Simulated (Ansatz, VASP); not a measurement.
# One calculation of Ca, two programs

```
CELL_PARAMETERS angstrom
0.00000 2.31435 2.31435
2.31435 0.00000 2.31435
2.31435 2.31435 0.00000
ATOMIC_POSITIONS crystal
Ca 0.00000 0.00000 0.00000
```

Alike in both runs: functional PBE; k mesh 14 × 14 × 14; occupations fermi-dirac, width 0.05 eV; no spin polarisation.

Ansatz relaxed the structure, and its values are those at the end. VASP's run is a single point on that final structure, the one shown.

|  | VASP | Ansatz |
| --- | --- | --- |
| version | VASP 6.6.1 | Ansatz 0.2.0 |
| potentials or method | VASP PAW PBE potentials, release 64 (Ca_sv) | PAW with Ansatz's default frozen-core files, scalar-relativistic |
| plane-wave cutoff (eV) | 520 | 420 |
| valence electrons in the cell | 10 | 10 |

```tsv
	VASP	Ansatz	Ansatz less VASP
pressure (GPa)	21.0	21.0	-0.02
```

Caveats: so large a pressure means that the cell lies far from this level's equilibrium, or that cutoff or potentials fall short (VASP).
